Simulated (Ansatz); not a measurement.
**ZrO2 with a Zr vacancy: gradients before and after relaxing the atoms**

Start: a supercell of ZrO2 (fluorite type, Fm-3m) built from an entry of the Crystallography Open Database (COD) (the entry's cell lengths or inner coordinates differ somewhat from later room-temperature determinations), with all atoms left at the host's positions.

```
CELL_PARAMETERS angstrom
0.00000 5.07000 5.07000
5.07000 0.00000 5.07000
5.07000 5.07000 0.00000
ATOMIC_POSITIONS crystal
Zr 0.00000 0.00000 0.50000
Zr 0.00000 0.50000 0.00000
Zr 0.00000 0.50000 0.50000
Zr 0.50000 0.00000 0.00000
Zr 0.50000 0.00000 0.50000
Zr 0.50000 0.50000 0.00000
Zr 0.50000 0.50000 0.50000
O 0.12500 0.12500 0.12500
O 0.12500 0.12500 0.62500
O 0.12500 0.62500 0.12500
O 0.12500 0.62500 0.62500
O 0.62500 0.12500 0.12500
O 0.62500 0.12500 0.62500
O 0.62500 0.62500 0.12500
O 0.62500 0.62500 0.62500
O 0.37500 0.37500 0.37500
O 0.37500 0.37500 0.87500
O 0.37500 0.87500 0.37500
O 0.37500 0.87500 0.87500
O 0.87500 0.37500 0.37500
O 0.87500 0.37500 0.87500
O 0.87500 0.87500 0.37500
O 0.87500 0.87500 0.87500
```

Atom numbers follow the list; atoms alike are taken as one site, whose name carries the number of the first.

Computed with Ansatz: DFT, PBE, plane waves and PAW, scalar-relativistic, collinear spin, 420 eV cutoff, Γ-centred 3×3×3 k-points, Fermi–Dirac smearing 0.01 eV, cell charge -3. Start moments as typed (μB): 0 0 0 0 0 0 0 0.5 0.5 0.5 0 0.5 0 0 0 0 0 0 0.5 0 0.5 0.5 0.5 by atom.

The largest force at the start is 1.9 eV/Å. Relaxing the ions at fixed cell moves them by 0.168 Å at most (atom 9, O) and 0.106 Å rms.

```json
{"site": "Zr1", "atom": "1", "moved (Å)": "0.000", "first shell before": "8 O at 2.20 Å", "first shell after": "8 O at 2.15–2.22 Å", "V_zz before (10²¹ V/m²)": "3.80", "η before": "0.91"}
{"site": "O8", "atom": "8", "moved (Å)": "0.168", "first shell before": "3 Zr at 2.20 Å", "first shell after": "3 Zr at 2.15 Å", "V_zz before (10²¹ V/m²)": "0.45", "η before": "0.00"}
{"site": "O11", "atom": "11", "moved (Å)": "0.061", "first shell before": "4 Zr at 2.20 Å", "first shell after": "4 Zr at 2.13–2.22 Å", "V_zz before (10²¹ V/m²)": "0.34", "η before": "0.00"}
```

Question: How do the gradients change?

Answer: 

```
site  atom  V_zz after  η after  change of V_zz
 Zr1     1        6.55     0.19           +2.75
  O8     8        0.21     0.00           -0.24
 O11    11       -0.89     0.00           -1.23
```

The largest change of V_zz is on Zr1, from 3.80 to 6.55. In per cent, |V_zz| changes by +72 on Zr (all sites that start above 2). On Zr1 V_xx and V_yy change places (or their axes turn by over 50°), so the two values of η hide a larger change. V_zz changes sign on O11 (same axis). Sites without a gradient aren't listed.

The defect repeats with the cell of 23 atoms, so it feels its images: sites between two images don't show the values beside a lone defect, and zeros or small values of η there can come from the images' arrangement. This high-symmetry form of ZrO2 is unstable when cold, to shifts of the oxygen columns, towards the tetragonal form. The symmetry of the cell holds that distortion back, wholly or in part, and it would change the field gradients, the more the larger the distortion. A uniform background compensates the cell's charge. The defect cell has no gap above 0.1 eV on its mesh, so the values can hang on the smearing and the k-mesh. Without spin–orbit coupling (the program notes it for Zr) the gradients can shift somewhat, as the gap is small.
Before: The neighbours have not yet relaxed around the defect (largest force 1.9 eV/Å), so a real crystal will differ.
After: The relaxation keeps the symmetry of the vacancy's site, so distortions that break it, Jahn–Teller ones too, aren't explored. The run lost most of its start moments on O; a state with other moments may lie lower.
